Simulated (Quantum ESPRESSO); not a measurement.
# Ga in Quantum ESPRESSO: work function with PBE

Aim: the work function of Ga with PBE.

All numbers are computed with Quantum ESPRESSO 7.5; they aren't measurements. Logs are shortened: lines on timing, memory, paths and dates and some standing lists are left out, and cuts for length are marked.

### 1 Starting point

The cell holds a slab with vacuum, 6 atoms: a = 2.900 Å, b = 3.170 Å, c = 25.032 Å, α = 90.00°, β = 90.00°, γ = 90.00°.

### 2 Work function, PBE

pw.in reads:

```
&CONTROL
  calculation = 'scf'
  prefix = 'pwscf'
  outdir = './tmp'
  pseudo_dir = './pseudo'
  tprnfor = .true.
  disk_io = 'low'
/
&SYSTEM
  ibrav = 0
  celldm(1) = 8
  nat = 6
  ntyp = 1
  ecutwfc = 80
  nbnd = 51
  occupations = 'smearing'
  smearing = 'fd'
  degauss = 0.00367493
/
&ELECTRONS
  conv_thr = 6d-09
  electron_maxstep = 150
  mixing_beta = 0.3
  mixing_mode = 'local-TF'
/
ATOMIC_SPECIES
Ga    69.7230 Ga.upf
CELL_PARAMETERS alat
  0.6850257201768   0.0000000000000   0.0000000000000
  0.0000000000000   0.7488039768830   0.0000000000000
  0.0000000000000   0.0000000000000   5.9130522545756
ATOMIC_POSITIONS crystal
Ga     0.5000000000    0.2500000000    0.2996114639
Ga     0.0000000000    0.7500000000    0.3756097093
Ga     0.0000000000    0.2500000000    0.4620008773
Ga     0.5000000000    0.7500000000    0.5379991227
Ga     0.5000000000    0.2500000000    0.6243902907
Ga     0.0000000000    0.7500000000    0.7003885361
K_POINTS automatic
9 8 1 0 0 0
```

pp_density.in reads:

```
&INPUTPP
  prefix = 'pwscf'
  outdir = './tmp'
  filplot = 'density.dat'
  plot_num = 0
/
&PLOT
  nfile = 1
  filepp(1) = 'density.dat'
  iflag = 3
  output_format = 6
  fileout = 'density.cube'
/
```

pp_potential.in reads:

```
&INPUTPP
  prefix = 'pwscf'
  outdir = './tmp'
  filplot = 'potential.dat'
  plot_num = 11
/
&PLOT
  nfile = 1
  filepp(1) = 'potential.dat'
  iflag = 3
  output_format = 6
  fileout = 'potential.cube'
/
```

pp_elf.in reads:

```
&INPUTPP
  prefix = 'pwscf'
  outdir = './tmp'
  filplot = 'elf.dat'
  plot_num = 8
/
&PLOT
  nfile = 1
  filepp(1) = 'elf.dat'
  iflag = 3
  output_format = 6
  fileout = 'elf.cube'
/
```

Potentials or basis: PseudoDojo 0.4.1 SR PBE standard.

Started as:

```sh
$ OMP_NUM_THREADS=1 pw.x -in pw.in > pw.out
$ OMP_NUM_THREADS=1 pp.x -in pp_density.in > pp_density.out
$ OMP_NUM_THREADS=1 pp.x -in pp_potential.in > pp_potential.out
$ OMP_NUM_THREADS=1 pp.x -in pp_elf.in > pp_elf.out
```

pw.out:

```text
This program is part of the open-source Quantum ESPRESSO suite
     for quantum simulation of materials; please cite
[... 9 lines left out ...]
     --------------------
     sticks:   dense  smooth     PW     G-vecs:    dense   smooth      PW
     Sum         837     837    247               150117   150117   23799

     Using Slab Decomposition

     bravais-lattice index     =            0
     lattice parameter (alat)  =       8.0000  a.u.
     unit-cell volume          =    1552.9472 (a.u.)^3
     number of atoms/cell      =            6
     number of atomic types    =            1
     number of electrons       =        78.00
     number of Kohn-Sham states=           51
     kinetic-energy cutoff     =      80.0000  Ry
     charge density cutoff     =     320.0000  Ry
     scf convergence threshold =      6.0E-09
     mixing beta               =       0.3000
     number of iterations used =            8  local-TF  mixing
     Exchange-correlation= PBE
                           (   1   4   3   4   0   0   0)

     celldm(1)=   8.000000  celldm(2)=   0.000000  celldm(3)=   0.000000
     celldm(4)=   0.000000  celldm(5)=   0.000000  celldm(6)=   0.000000

     crystal axes: (cart. coord. in units of alat)
               a(1) = (   0.685026   0.000000   0.000000 )
               a(2) = (   0.000000   0.748804   0.000000 )
               a(3) = (   0.000000   0.000000   5.913052 )

     reciprocal axes: (cart. coord. in units 2 pi/alat)
               b(1) = (  1.459799  0.000000  0.000000 )
               b(2) = (  0.000000  1.335463  0.000000 )
               b(3) = (  0.000000  0.000000  0.169117 )

     PseudoPot. # 1 for Ga read from file:
     Ga.upf
     Pseudo is Norm-conserving + core correction, Zval = 13.0
     Generated using ONCVPSP code by D. R. Hamann
     Using radial grid of 1902 points,  6 beta functions with:
                l(1) =   0
                l(2) =   0
                l(3) =   1
                l(4) =   1
                l(5) =   2
                l(6) =   2

     atomic species   valence    mass     pseudopotential
     Ga               13.00    69.72300     Ga( 1.00)

      8 Sym. Ops., with inversion, found ( 6 have fractional translation)

   Cartesian axes

     site n.     atom                  positions (alat units)
         1        Ga     tau(   1) = (   0.3425129   0.1872010   1.7716182  )
         2        Ga     tau(   2) = (   0.0000000   0.5616030   2.2209998  )
         3        Ga     tau(   3) = (   0.0000000   0.1872010   2.7318353  )
         4        Ga     tau(   4) = (   0.3425129   0.5616030   3.1812169  )
         5        Ga     tau(   5) = (   0.3425129   0.1872010   3.6920524  )
         6        Ga     tau(   6) = (   0.0000000   0.5616030   4.1414340  )

     number of k points=    25  Fermi-Dirac smearing, width (Ry)=  0.0037
                       cart. coord. in units 2pi/alat
        k(    1) = (   0.0000000   0.0000000   0.0000000), wk =   0.0277778
        k(    2) = (   0.0000000   0.1669329   0.0000000), wk =   0.0555556
        k(    3) = (   0.0000000   0.3338657   0.0000000), wk =   0.0555556
        k(    4) = (   0.0000000   0.5007986   0.0000000), wk =   0.0555556
        k(    5) = (   0.0000000  -0.6677315   0.0000000), wk =   0.0277778
        k(    6) = (   0.1621999   0.0000000   0.0000000), wk =   0.0555556
[... 17 lines left out ...]
        k(   24) = (   0.6487996   0.5007986   0.0000000), wk =   0.1111111
        k(   25) = (   0.6487996  -0.6677315   0.0000000), wk =   0.0555556

     Dense  grid:   150117 G-vectors     FFT dimensions: (  32,  36, 270)

     Initial potential from superposition of free atoms

     starting charge      77.9840, renormalised to      78.0000

     negative rho (up, down):  1.206E-05 0.000E+00
     Starting wfcs are   54 randomized atomic wfcs

     Self-consistent Calculation

     iteration #  1     ecut=    80.00 Ry     beta= 0.30
     Davidson diagonalization with overlap
     ethr =  1.00E-02,  avg # of iterations =  4.6

     Threshold (ethr) on eigenvalues was too large:
     Diagonalizing with lowered threshold

     Davidson diagonalization with overlap
     ethr =  1.84E-04,  avg # of iterations =  6.8

     total energy              =    -917.63912740 Ry
     estimated scf accuracy    <       0.15441446 Ry

     iteration #  2     ecut=    80.00 Ry     beta= 0.30
     Davidson diagonalization with overlap
     ethr =  1.98E-04,  avg # of iterations =  1.0
[... 103 lines left out ...]
     total energy              =    -917.62452504 Ry
     estimated scf accuracy    <       0.00000001 Ry

     iteration # 15     ecut=    80.00 Ry     beta= 0.30
     Davidson diagonalization with overlap
     ethr =  1.63E-11,  avg # of iterations =  2.1

     End of self-consistent calculation

          k = 0.0000 0.0000 0.0000 ( 18821 PWs)   bands (ev):

   -12.0890 -12.0318 -12.0158 -11.9992 -11.9476 -11.9154 -11.9143 -11.8632
   -11.8579 -11.8197 -11.8001 -11.7665 -11.7634 -11.7386 -11.7310 -11.7217
   -11.7212 -11.7163 -11.6841 -11.6743 -11.6668 -11.6438 -11.6100 -11.6091
   -11.5219 -11.5084 -11.5074 -11.5073 -11.5069 -11.5069  -7.8942  -7.2208
    -6.3382  -4.4225  -2.5836  -0.3429   1.6594   4.3756   6.2768   6.4010
     7.0182   7.3624   7.6225   7.9617   8.9952   9.1592   9.3313   9.8464
     9.9702   9.9711  10.6787
[... 23 lines left out ...]
   -12.0538 -12.0046 -12.0041 -11.9940 -11.9000 -11.8745 -11.8671 -11.8651
   -11.8560 -11.8110 -11.7956 -11.7660 -11.7607 -11.7373 -11.7297 -11.7288
   -11.7268 -11.7162 -11.6757 -11.6740 -11.6735 -11.6731 -11.6174 -11.6173
   -11.5483 -11.5480 -11.5218 -11.5210 -11.5031 -11.5028  -5.7312  -5.0485
    -4.1714  -2.4022  -1.9827  -1.6008   0.0095   0.1309   1.8427   2.0253
     3.7387   3.8782   6.0891   6.7331   8.2300   8.6399   9.5934   9.7772
    10.5432  11.3246  11.5732

          k = 0.0000-0.6677 0.0000 ( 18670 PWs)   bands (ev):

   -12.0301 -12.0301 -12.0029 -12.0029 -11.8812 -11.8812 -11.8720 -11.8720
   -11.8344 -11.8344 -11.7679 -11.7679 -11.7490 -11.7490 -11.7245 -11.7245
   -11.7100 -11.7100 -11.6949 -11.6949 -11.6763 -11.6763 -11.6187 -11.6187
   -11.5375 -11.5375 -11.5225 -11.5225 -11.5033 -11.5033  -4.0602  -4.0602
    -3.3990  -3.3990  -2.6180  -2.6180  -0.2543  -0.2543   1.4959   1.4959
     3.6221   3.6221   5.9963   5.9963   8.4754   8.4754  10.3132  10.3134
    11.1894  11.1901  11.4991

          k = 0.1622 0.0000 0.0000 ( 18803 PWs)   bands (ev):
[... 31 lines left out ...]
   -12.0425 -11.9982 -11.9935 -11.9808 -11.8895 -11.8803 -11.8751 -11.8464
   -11.8321 -11.8067 -11.7983 -11.7795 -11.7785 -11.7458 -11.7402 -11.7259
   -11.7013 -11.7008 -11.6968 -11.6872 -11.6684 -11.6582 -11.6091 -11.6086
   -11.5454 -11.5453 -11.5335 -11.5323 -11.5138 -11.5127  -5.5086  -4.8268
    -3.9483  -2.1984  -1.7656  -1.3939   0.2393   0.3540   2.0557   2.2398
     3.9489   4.0970   6.2623   6.9008   8.3940   8.8249   8.8791   9.4257
     9.7914  10.0099  10.2392

          k = 0.1622-0.6677 0.0000 ( 18674 PWs)   bands (ev):

   -12.0196 -12.0196 -11.9969 -11.9969 -11.8834 -11.8834 -11.8587 -11.8587
   -11.8205 -11.8205 -11.7850 -11.7850 -11.7481 -11.7481 -11.7337 -11.7337
   -11.7089 -11.7089 -11.6848 -11.6848 -11.6749 -11.6749 -11.6085 -11.6085
   -11.5347 -11.5347 -11.5337 -11.5337 -11.5133 -11.5133  -3.8398  -3.8398
    -3.1812  -3.1812  -2.4040  -2.4040  -0.0338  -0.0338   1.7104   1.7104
     3.8372   3.8372   6.1687   6.1687   8.6467   8.6467  10.3287  10.3287
    10.6023  10.6023  10.9253

          k = 0.3244 0.0000 0.0000 ( 18816 PWs)   bands (ev):
[... 31 lines left out ...]
   -12.0341 -12.0034 -11.9763 -11.9654 -11.8914 -11.8893 -11.8604 -11.8422
   -11.8348 -11.7999 -11.7994 -11.7734 -11.7699 -11.7615 -11.7416 -11.7402
   -11.7199 -11.7002 -11.6794 -11.6702 -11.6095 -11.6094 -11.6020 -11.6005
   -11.5577 -11.5547 -11.5378 -11.5370 -11.5302 -11.5278  -4.8416  -4.1627
    -3.2778  -1.5904  -1.1152  -0.7690   0.9092   0.9936   2.6721   2.8565
     4.5549   4.7114   5.7399   6.3371   6.6978   6.8123   7.5616   8.7510
     9.0382   9.1399   9.3378

          k = 0.3244-0.6677 0.0000 ( 18694 PWs)   bands (ev):

   -12.0189 -12.0189 -11.9873 -11.9873 -11.8979 -11.8979 -11.8494 -11.8494
   -11.8092 -11.8092 -11.7864 -11.7864 -11.7582 -11.7582 -11.7279 -11.7279
   -11.7141 -11.7141 -11.6841 -11.6841 -11.6077 -11.6077 -11.5989 -11.5989
   -11.5522 -11.5522 -11.5338 -11.5338 -11.5235 -11.5235  -3.1800  -3.1800
    -2.5284  -2.5284  -1.7578  -1.7578   0.6047   0.6047   2.3296   2.3296
     4.4579   4.4579   6.5896   6.5896   7.3098   7.3098   7.7983   7.7983
     8.3719   8.3719   9.2545

          k = 0.4866 0.0000 0.0000 ( 18764 PWs)   bands (ev):
[... 31 lines left out ...]
   -12.0414 -12.0263 -11.9851 -11.9790 -11.9074 -11.8971 -11.8859 -11.8821
   -11.8225 -11.8224 -11.8211 -11.7863 -11.7525 -11.7467 -11.7334 -11.7204
   -11.6941 -11.6799 -11.6622 -11.6533 -11.6009 -11.5977 -11.5615 -11.5609
   -11.5445 -11.5427 -11.5362 -11.5362 -11.5057 -11.5052  -3.7394  -3.0681
    -2.1575  -0.6309  -0.0395   0.2699   1.8011   1.8251   3.1858   3.4137
     3.4189   3.9018   4.5356   5.1800   5.4180   6.4005   6.5536   6.6165
     7.0720   7.6828   9.2778

          k = 0.4866-0.6677 0.0000 ( 18746 PWs)   bands (ev):

   -12.0372 -12.0372 -11.9967 -11.9967 -11.9190 -11.9190 -11.8851 -11.8851
   -11.8314 -11.8314 -11.7907 -11.7907 -11.7322 -11.7322 -11.7161 -11.7161
   -11.6996 -11.6996 -11.6520 -11.6520 -11.5961 -11.5961 -11.5521 -11.5521
   -11.5482 -11.5482 -11.5311 -11.5311 -11.4953 -11.4953  -2.0904  -2.0904
    -1.4503  -1.4503  -0.6707  -0.6707   1.5123   1.5123   3.1367   3.1367
     4.6497   4.6497   4.9849   4.9849   5.2794   5.2794   5.8900   5.8900
     6.8558   6.8558   9.2699

          k = 0.6488 0.0000 0.0000 ( 18778 PWs)   bands (ev):
[... 31 lines left out ...]
   -12.0499 -12.0467 -12.0029 -11.9986 -11.9205 -11.9200 -11.8994 -11.8950
   -11.8403 -11.8392 -11.8219 -11.8133 -11.7516 -11.7513 -11.7101 -11.7096
   -11.6893 -11.6792 -11.6394 -11.6380 -11.5673 -11.5635 -11.5535 -11.5529
   -11.5436 -11.5425 -11.5306 -11.5295 -11.4518 -11.4518  -2.2717  -1.6899
    -0.6046  -0.2302   0.6081   1.3822   1.3951   1.6896   1.8057   3.1117
     3.2470   3.5271   4.0905   4.2807   5.4150   5.5199   5.5656   5.7127
     7.3346   7.4468   8.2436

          k = 0.6488-0.6677 0.0000 ( 18786 PWs)   bands (ev):

   -12.0515 -12.0515 -12.0172 -12.0172 -11.9336 -11.9336 -11.9036 -11.9036
   -11.8515 -11.8515 -11.8095 -11.8095 -11.7305 -11.7305 -11.7175 -11.7175
   -11.6736 -11.6736 -11.6294 -11.6294 -11.5630 -11.5630 -11.5484 -11.5484
   -11.5438 -11.5438 -11.5214 -11.5214 -11.4425 -11.4425  -0.6391  -0.6391
    -0.0840  -0.0840   0.8328   0.8328   1.4749   1.4749   2.2239   2.2239
     2.9025   2.9025   3.8996   3.8996   4.8992   4.8992   5.6215   5.6215
     6.7681   6.7681   8.1454

     the Fermi energy is     3.1017 ev

!    total energy              =    -917.62452504 Ry
     estimated scf accuracy    <          2.7E-09 Ry
     smearing contrib. (-TS)   =      -0.00137575 Ry
     internal energy E=F+TS    =    -917.62314928 Ry

     The total energy is F=E-TS. E is the sum of the following terms:
     one-electron contribution =   -5290.06353796 Ry
     hartree contribution      =    2699.07789382 Ry
     xc contribution           =    -251.00175761 Ry
     ewald contribution        =    1924.36425247 Ry

     convergence has been achieved in  15 iterations

     Forces acting on atoms (cartesian axes, Ry/au):

     atom    1 type  1   force =     0.00000000    0.00000000   -0.01038458
     atom    2 type  1   force =     0.00000000    0.00000000   -0.00312593
     atom    3 type  1   force =     0.00000000    0.00000000    0.00548209
     atom    4 type  1   force =     0.00000000    0.00000000   -0.00548209
     atom    5 type  1   force =     0.00000000    0.00000000    0.00312593
     atom    6 type  1   force =     0.00000000    0.00000000    0.01038458

     Total force =     0.017185     Total SCF correction =     0.000288

=------------------------------------------------------------------------------=
   JOB DONE.
=------------------------------------------------------------------------------=
```

Run time: 7.9 min. Hardware: 1 thread of Arm Neoverse V2, shared host; peak memory 0.61 GiB.

Results:

```yaml
Free_energy: -12484.9177 eV
Largest_force: 0.267 eV/Å
Band_gap_on_the_k_mesh: none (metal or under the smearing width)
Work_function_of_the_upper_face: 4.41 eV
Work_function_of_the_lower_face: 4.41 eV
```

Forces in eV/Å, atoms in the order of the input:
```
Ga   0.000  0.000 -0.267
Ga   0.000  0.000 -0.080
Ga   0.000  0.000  0.141
Ga   0.000  0.000 -0.141
Ga   0.000  0.000  0.080
Ga   0.000  0.000  0.267
```
